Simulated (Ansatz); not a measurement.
Sb:

```
CELL_PARAMETERS angstrom
-1.57654 1.57654 2.71194
1.57654 -1.57654 2.71194
1.57654 1.57654 -2.71194
ATOMIC_POSITIONS crystal
Sb 0.00000 0.00000 0.00000
```

This isn't the form of Sb at room conditions, which is rhombohedral.

| Item | Value |
| --- | --- |
| Program | Ansatz 0.2.0 |
| Task | relaxation of cell and atoms |
| Functional | HF |
| Potentials or basis | Ansatz PAW |
| Cutoff | 420 eV (not typed: the program's choice for these potentials) |
| k mesh | 6 × 6 × 6 |
| Occupations | fermi-dirac, width 0.05 eV |
| Spin | no spin polarisation |

At the start: volume 26.96 Å³/atom.

Problem. How do energy, volume and symmetry change on relaxing?

Solution. It ends after 5 steps and the volume is 28.91 Å³/atom (+7.2 %); space group I4/mmm (No. 139, to 0.05 Å).

Step by step:
```tsv
step	energy change (eV)	largest force (eV/Å)	volume (Å³)
1	0.0000	0.0000	26.96
2	-0.0161	0.0000	29.94
3	-0.0253	0.0000	28.99
4	-0.0254	0.0000	28.91
5	-0.0259	0.0000	28.91
```

Final structure:
```
Sb
1.0
    -1.60819    1.60819    2.79417
     1.60819   -1.60819    2.79417
     1.60819    1.60819   -2.79417
Sb
1
Direct
  0.00000 0.00000 0.00000
```

Caveat: the k mesh is coarse (spacing up to 0.47 Å⁻¹), so the values aren't converged, least of all with exact exchange; the plane-wave basis is chosen anew once the cell has moved, so the energies of steps on either side of that aren't comparable; the PAW data sets come from PBE, with cores solved anew for the run's functional, which leaves a small shift of forces and pressure.
